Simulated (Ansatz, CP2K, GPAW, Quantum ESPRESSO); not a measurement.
## Equation of state of FeO under PBEsol

It takes space group Fm-3m (No. 225, cubic). The conventional cell has a = 4.311 Å, b = 4.311 Å, c = 4.311 Å, α = 90.00°, β = 90.00°, γ = 90.00°. Fe (site symmetry m-3m) has 6 O at 2.16 Å as nearest neighbours. Around O (site symmetry m-3m) lie 6 Fe at 2.16 Å.

The cell was scaled at fixed shape and fractions and run with CP2K, POTENTIAL_UZH Fe GTH-PBE-q16, O GTH-PBE-q6; TZVP-MOLOPT-PBE-GTH basis; PBEsol, k mesh 11 × 11 × 11 on the cell of 2 atoms, fermi-dirac occupations of 0.05 eV, collinear spin, ferromagnetic start, no spin-orbit coupling. The potentials were made for PBE. Energies are those that the program minimises, any entropy of the smearing included. For a metal such a mesh isn't converged to the digits shown. The magnetic state is the one that the start led to, which needn't be the lowest.

```tsv
V (Å³/atom)	energy over the lowest row (meV/atom)
9.4126	3.10
9.6129	0.00
9.8132	2.36
10.0134	9.60
10.2137	?
10.4140	36.65
10.6143	55.50
```

Q: Fit the third-order Birch-Murnaghan form, give V0, B0 and B′, and predict the energy left open.

A: With y = (V0/V)^(2/3), E = E0 + (9 V0 B0/16) [(y - 1)³ B′ + (y - 1)² (6 - 4y)]. Least squares through the rows shown give V0 = 9.6225 Å³/atom, E0 = -0.02 meV, B0 = 209.5 GPa (1 eV/Å³ = 160.218 GPa) and B′ = 4.67, with a largest miss of 0.01 meV. At V = 10.2137 the form with these constants gives 21.20 meV; the run gave 21.19 meV an atom. Other set-ups at this level, from all their volumes (Å³/atom, GPa): GPAW, PAW data sets generated for this functional: V0 9.692, B0 210.1; Ansatz, all-electron LAPW, scalar-relativistic: V0 9.566, B0 208; Quantum ESPRESSO, PseudoDojo 0.4.1 SR PBEsol standard: V0 9.540, B0 208.8; Quantum ESPRESSO, GBRV 1.5 PBEsol: V0 9.582, B0 208.8.
